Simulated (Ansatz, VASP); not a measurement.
# LiH in VASP and in Ansatz

INCAR

```
ALGO = Normal
EDIFF = 1E-6
ENCUT = 520
GGA = PS
ISIF = 2
ISMEAR = 0
LASPH = True
LCHARG = False
LREAL = False
LWAVE = False
NBANDS = 9
NELM = 60
PREC = Accurate
SIGMA = 0.05
```

File KPOINTS:

```
k-points
0
Gamma
  10 10 10
```

File POSCAR:

```
LiH
1.0
    0.0000000000      2.1138000000      2.1138000000
    2.1138000000      0.0000000000      2.1138000000
    2.1138000000      2.1138000000      0.0000000000
Li H
1 1
Direct
    0.0000000000      0.0000000000      0.0000000000
    0.5000000000      0.5000000000      0.5000000000
```

Input for Ansatz:

```yaml
crystal:
  lattice:
    - [0.0, 2.1138, 2.1138]
    - [2.1138, 0.0, 2.1138]
    - [2.1138, 2.1138, 0.0]
  atoms:
    - { symbol: Li, position: [0.0, 0.0, 0.0] }
    - { symbol: H, position: [0.5, 0.5, 0.5] }
basis:
  ecutwfc: 420
kpoints:
  mp_grid: { grid: [10, 10, 10] }
hamiltonian:
  xc: pbesol
scf:
  occupations: { method: gaussian, width: 0.05 }
output:
  forces: true
  stress: true
  eigenvalues: true
```

Change from the starting cell: strain +0.040 along x and y, +0.040 along z, atoms carried along.

Alike in both runs: task single point; functional PBEsol; k mesh 10 × 10 × 10; occupations gaussian, width 0.05 eV; no spin polarisation.

|  | VASP | Ansatz |
| --- | --- | --- |
| version | VASP 6.6.1 | Ansatz 0.2.0 |
| potentials or method | VASP PAW PBE potentials, release 64 (Li_sv, H) | scalar-relativistic, plane waves, PAW |
| plane-wave cutoff (eV) | 520 | 420 |
| valence electrons in the cell | 4 | 4 |

```csv
,VASP,Ansatz,Ansatz less VASP
gap on the k mesh at the Fermi level (eV),2.86,2.86,+0.004
least direct gap on the mesh (eV),2.86,2.86,+0.004
```

 A k mesh can miss the band edges.
